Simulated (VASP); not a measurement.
Here is a VASP 6.6.1 calculation.

Contents of POSCAR:

```
NiO
1.0
    0.0000000000      2.2406300000      2.2406300000
    2.2406300000      0.0000000000      2.2406300000
    2.2406300000      2.2406300000      0.0000000000
Ni O
1 1
Direct
    0.0000000000      0.0000000000      0.0000000000
    0.7500000000      0.7500000000      0.7500000000
```

Contents of INCAR.step1:

```
PREC = Accurate
ENCUT = 520
EDIFF = 1E-6
ISMEAR = -1
SIGMA = 0.05
LREAL = False
LASPH = True
NELM = 120
ALGO = Normal
ISIF = 2
LWAVE = False
LCHARG = True
ISPIN = 2
MAGMOM = 1 0
LORBIT = 11
LMAXMIX = 4
GGA = B5
ALDAX = 1.0
AGGAX = 1.0
AGGAC = 1.0
ALDAC = 0.0
```

File KPOINTS.step1:

```
regular mesh
0
Gamma
  7 7 7
```

The input INCAR.step2:

```
PREC = Accurate
ENCUT = 520
EDIFF = 1E-6
ISMEAR = 0
SIGMA = 0.05
LREAL = False
LASPH = True
NELM = 120
ALGO = Normal
ISIF = 2
LWAVE = False
LCHARG = False
ISPIN = 2
MAGMOM = 1 0
LORBIT = 11
LMAXMIX = 4
GGA = B5
ALDAX = 1.0
AGGAX = 1.0
AGGAC = 1.0
ALDAC = 0.0
ICHARG = 11
```

The input KPOINTS.step2:

```
path GXWKGLUWLK,UX
15
line-mode
reciprocal
 0.0000000000  0.0000000000  0.0000000000  G
 0.5000000000  0.0000000000  0.5000000000  X

 0.5000000000  0.0000000000  0.5000000000  X
 0.5000000000  0.2500000000  0.7500000000  W

 0.5000000000  0.2500000000  0.7500000000  W
 0.3750000000  0.3750000000  0.7500000000  K

 0.3750000000  0.3750000000  0.7500000000  K
 0.0000000000  0.0000000000  0.0000000000  G

 0.0000000000  0.0000000000  0.0000000000  G
 0.5000000000  0.5000000000  0.5000000000  L

 0.5000000000  0.5000000000  0.5000000000  L
 0.6250000000  0.2500000000  0.6250000000  U

 0.6250000000  0.2500000000  0.6250000000  U
 0.5000000000  0.2500000000  0.7500000000  W

 0.5000000000  0.2500000000  0.7500000000  W
 0.5000000000  0.5000000000  0.5000000000  L

 0.5000000000  0.5000000000  0.5000000000  L
 0.3750000000  0.3750000000  0.7500000000  K

 0.6250000000  0.2500000000  0.6250000000  U
 0.5000000000  0.0000000000  0.5000000000  X
```

Potentials or basis: VASP PAW PBE potentials, release 64 (Ni, O).

Command:

```console
$ cat potpaw_PBE.64/Ni/POTCAR potpaw_PBE.64/O/POTCAR > POTCAR
$ cp INCAR.step1 INCAR
$ cp KPOINTS.step1 KPOINTS
$ mpirun -np 1 vasp_std > vasp.out
$ cp INCAR.step2 INCAR
$ cp KPOINTS.step2 KPOINTS
$ mpirun -np 1 vasp_std > vasp.out
```

Problem. Estimate the band gap along the path.

Solution. None (metal or under the smearing width).

Problem. Predict the net moment.

Solution. 1.84 μB per cell.

Caveat: a cell with one magnetic atom can't hold antiferromagnetic order, which such compounds often take; semilocal functionals often make such compounds metallic where correlation or magnetic order opens a gap, which also shifts bond lengths.
